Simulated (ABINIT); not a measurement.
Au:

```
CELL_PARAMETERS angstrom
0.00000 2.03500 2.03500
2.03500 0.00000 2.03500
2.03500 2.03500 0.00000
ATOMIC_POSITIONS crystal
Au 0.00000 0.00000 0.00000
```

Base run:

* Program: ABINIT 10.8.3 (patched build)
* Functional: BLYP
* Potentials or basis: PseudoDojo NC SR PBE v0.4.1 standard
* Cutoff: 1034 eV
* k mesh: 11 × 11 × 11
* Occupations: fermi-dirac, width 0.05 eV
* Spin: no spin polarisation

Its results: band gap on the k mesh none (metal or under the smearing width); pressure 22.2 GPa.

Task: The run is repeated on the same cell with these changes: functional from BLYP to RPBE. What comes out?

Result: Band gap on the k mesh none (metal or under the smearing width); pressure 14.3 GPa.

Caveats: the potentials were made for another functional, which shifts forces and pressure; so large a pressure means that the cell lies far from this level's equilibrium, or that cutoff or potentials fall short (some runs).

Not every run made on this cell is shown here.
